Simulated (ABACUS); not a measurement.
The system is Tc.

```xyz
2
Lattice="2.7400 0.0000 0.0000 -1.3700 2.3729 0.0000 0.0000 0.0000 4.3980" Properties=species:S:1:pos:R:3 pbc="T T T"
Tc    1.3700    0.7910    3.2985
Tc    0.0000    1.5819    1.0995
```

Base run:

| Item | Value |
| --- | --- |
| Program | ABACUS 3.10.1 |
| Functional | PBE |
| Potentials or basis | SG15 ONCV 1.2 PBE |
| Cutoff | 1361 eV |
| Density cutoff | 5442 eV |
| Basis | DZP LCAO (the cutoffs set its grid) |
| k mesh | 11 × 11 × 6 |
| Occupations | fermi-dirac, width 0.05 eV |
| Spin | no spin polarisation |

Its results: band gap on the k mesh none (metal or under the smearing width); pressure 5.1 GPa.

Task: The run is repeated on the same cell with these changes: functional from PBE to TPSS. What comes out?

Result: Band gap on the k mesh none (metal or under the smearing width); pressure 1.2 GPa.

Caveats: the atomic orbitals were generated for these runs and aren't a published set; the basis of atomic orbitals isn't converged, which shifts pressures, moduli and gaps; the potentials were made for another functional, which shifts forces and pressure (some runs).
